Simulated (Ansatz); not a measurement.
# KF: a single-point run

Aim: a sound single-point run of KF. The structure is shown as the input types it. The cell is built on a prototype (CsCl type) and needn't be the phase found in nature.

Method: density functional or hybrid calculation with the settings of its input, plane waves (as first typed), in Ansatz 0.2.0.

1 further run of the same task is left out (it didn't finish). Runs told in other sessions of the task aren't counted.

### Step 1. The system as given

Symmetry: Pm-3m, No. 221, cubic system. Conventional cell: a = 3.179 Å, b = 3.179 Å, c = 3.179 Å, α = 90.00°, β = 90.00°, γ = 90.00°. Around K (site symmetry m-3m) lie 8 F at 2.75 Å. Around F (site symmetry m-3m) lie 8 K at 2.75 Å.

The input asks for a charge of +0.1 e on the cell.

Coordinates:

```cif
data_structure
_symmetry_space_group_name_H-M 'P 1'
_symmetry_Int_Tables_number 1
_cell_length_a 3.1789
_cell_length_b 3.1789
_cell_length_c 3.1789
_cell_angle_alpha 90.000
_cell_angle_beta 90.000
_cell_angle_gamma 90.000
_cell_volume 32.12
loop_
_atom_site_label
_atom_site_type_symbol
_atom_site_fract_x
_atom_site_fract_y
_atom_site_fract_z
_atom_site_occupancy
K1 K 0.00000 0.00000 0.00000 1
F1 F 0.50000 0.50000 0.50000 1
```

### Step 2. Input and run

The input, input.yaml:

```yaml
crystal:
  lattice:
    - [3.1788706815, 0.0, 0.0]
    - [0.0, 3.1788706815, 0.0]
    - [0.0, 0.0, 3.1788706815]
  atoms:
    - { symbol: K, position: [0.0, 0.0, 0.0] }
    - { symbol: F, position: [0.5, 0.5, 0.5] }
kpoints:
  mp_grid: { grid: [6, 6, 6] }
hamiltonian:
  xc: pbe
scf:
  occupations: { method: fixed }
  n_extra_bands: 4
  max_iter: 63
output:
  forces: true
  stress: true
  eigenvalues: true
total_charge: 0.1
```

Run with:

```sh
ansatz run input.yaml --threads 4 --pin off --max-ram 3686MiB --backend cpu --events-out ev --progress --plain --runs-dir out
```

Q: Will this input give a usable result? If not, why, and what should change?

Nothing was computed: the input was turned down at the start. It says: «inconsistent input (total_charge, scf.occupations.method): 0.1 gives a fractional electron count (15.900) which fixed/explicit occupations and the σ = 0 step fill (a smearing width below the step floor) cannot realise ...»

The typed charge leaves an electron count that fixed occupations can't fill in whole bands.

Remedy: remove the charge, or use smearing if the charged cell is meant.
